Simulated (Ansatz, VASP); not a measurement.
# One calculation of Mo, two programs

Contents of INCAR:

```
SYSTEM = Mo
PREC = Accurate
ENCUT = 520
EDIFF = 1E-6
ISMEAR = 0
SIGMA = 0.15
LREAL = .False.
LASPH = .True.
NELM = 80
ALGO = Normal
ISIF = 2
LWAVE = .False.
LCHARG = .False.
GGA = PS
NBANDS = 13
```

File KPOINTS:

```
regular mesh
0
Gamma
  18 18 18
  0 0 0
```

Contents of POSCAR:

```
Mo
1.0
    2.8175757091      0.0000000000      0.0000000000
   -1.4087878546      2.4400921412      0.0000000000
    0.0000000000      0.0000000000      2.6318361210
Mo
1
Direct
    0.0000000000      0.0000000000      0.5000000000
```

Input for Ansatz:

```yaml
crystal:
  lattice:
    - [2.8175757091, 0.0, 0.0]
    - [-1.4087878546, 2.4400921412, 0.0]
    - [0.0, 0.0, 2.631836121]
  atoms:
    - { symbol: Mo, position: [0.0, 0.0, 0.5] }
basis:
  ecutwfc: 420
kpoints:
  mp_grid: { grid: [18, 18, 18] }
hamiltonian:
  xc: pbesol
scf:
  occupations: { method: gaussian, width: 0.15 }
output:
  forces: true
  stress: true
  eigenvalues: true
```

Change from the starting cell: strain +0.030 along x and y, +0.030 along z, atoms carried along.

Alike in both runs: task single point; functional PBEsol; k mesh 18 × 18 × 18; occupations gaussian, width 0.15 eV; no spin polarisation.

|  | VASP | Ansatz |
| --- | --- | --- |
| version | VASP 6.6.1 | Ansatz 0.2.0 |
| potentials or method | VASP PAW PBE potentials, release 64 (Mo_sv) | scalar-relativistic, plane waves, PAW |
| plane-wave cutoff (eV) | 520 | 420 |
| valence electrons in the cell | 14 | 14 |

|  | VASP | Ansatz | Ansatz less VASP |
| --- | --- | --- | --- |
| gap on the k mesh at the Fermi level (eV) | none | none | - |
| pressure (GPa) | -19.0 | -19.3 | -0.32 |
| largest component of the traceless stress (GPa) | 3.74 | 3.80 | +0.062 |

A gap of «none» marks a metal or a gap that the smearing closes.

Caveats: so large a pressure means that the cell lies far from this level's equilibrium, or that cutoff or potentials fall short (VASP); the potentials were made for another functional, which shifts forces and pressure (VASP).
